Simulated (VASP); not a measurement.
# KI in VASP: one cell, several levels of theory

What does VASP give for KI (database structure), under +5.7 % strain along y alone, the cell held fixed? Runs: PBE, r2SCAN.

The runs shown are made with VASP 6.6.1. PAW datasets, plane waves. (Simulation; spin polarisation is off.)

**1. The cell**

The cell comes from an earlier relaxation with r2SCAN in another program, then strained, with the atoms relaxed again.

The symmetry is P4/mmm (No. 123, tetragonal); a = 4.291 Å, c = 4.534 Å in the conventional setting, 41.74 Å³ an atom. Near K stand 8 I at 3.79 Å and 4 K at 4.29 Å; near I stand 8 K at 3.79 Å and 4 I at 4.29 Å.

As a file:

Space group P4/mmm (No. 123). a = 4.291 Å, b = 4.291 Å, c = 4.534 Å, α = 90.00°, β = 90.00°, γ = 90.00°
```tsv
atom	site	symmetry	x	y	z
K	1a	4/mmm	0.0000	0.0000	0.0000
I	1d	4/mmm	0.5000	0.5000	0.5000
```

**2. PBE at this geometry**

INCAR

```
ENCUT = 520.000000
SIGMA = 0.020000
EDIFF = 1.00e-07
GGA = PE
PREC = Accurate
IBRION = -1
ISIF = 2
ISMEAR = -1
NBANDS = 15
NELM = 120
NSW = 0
LASPH = .TRUE.
LCHARG = .FALSE.
LWAVE = .FALSE.
LREAL = .FALSE.
```

KPOINTS

```
KPOINTS created by Atomic Simulation Environment
0
Gamma
6 6 6
0 0 0
```

KPOINTS_OPT

```
special points
5
Reciprocal
0.0000000000 0.0000000000 0.0000000000 1
0.0000000000 0.5000000000 0.0000000000 1
0.5000000000 0.5000000000 0.0000000000 1
0.5000000000 0.5000000000 0.5000000000 1
0.0000000000 0.5000000000 0.5000000000 1
```

POSCAR

```
K  I
 1.0000000000000000
     4.2910852517000002    0.0000000000000000    0.0000000000000000
     0.0000000000000000    4.5339606769999996    0.0000000000000000
     0.0000000000000000    0.0000000000000000    4.2910852517000002
 K   I
   1   1
Cartesian
  0.0000000000000000  0.0000000000000000  0.0000000000000000
  2.1455426258499997  2.2669803384999998  2.1455426258499997
```

The run uses the recommended PBE PAW datasets (16 valence electrons a neutral cell).

The run is started by

```
> mpirun -np 1 vasp_std
```

**3. Single point with r2SCAN**

INCAR

```
ENCUT = 520.000000
SIGMA = 0.010000
EDIFF = 1.00e-07
ALGO = Normal
METAGGA = R2SCAN
PREC = Accurate
IBRION = -1
ISIF = 2
ISMEAR = 0
NBANDS = 15
NELM = 120
NSW = 0
LASPH = .TRUE.
LCHARG = .TRUE.
LELF = .TRUE.
LWAVE = .FALSE.
LREAL = .FALSE.
```

KPOINTS is that of step 2.

KPOINTS_OPT is that of step 2.

POSCAR is that of step 2.

Before running it: what results should come out? Wanted: for each run, gap; pressure.

As calculated:

| level | gap (eV) | pressure (GPa) |
| --- | --- | --- |
| PBE | 3.06 | -0.20 |
| r2SCAN | 3.74 | -0.67 |

The gap runs from 3.06 eV (PBE) to 3.74 eV (r2SCAN). Spin-orbit coupling is left out, though the cell holds I (Z = 53); in an element this heavy it can shift bands and gaps by tenths of an eV.
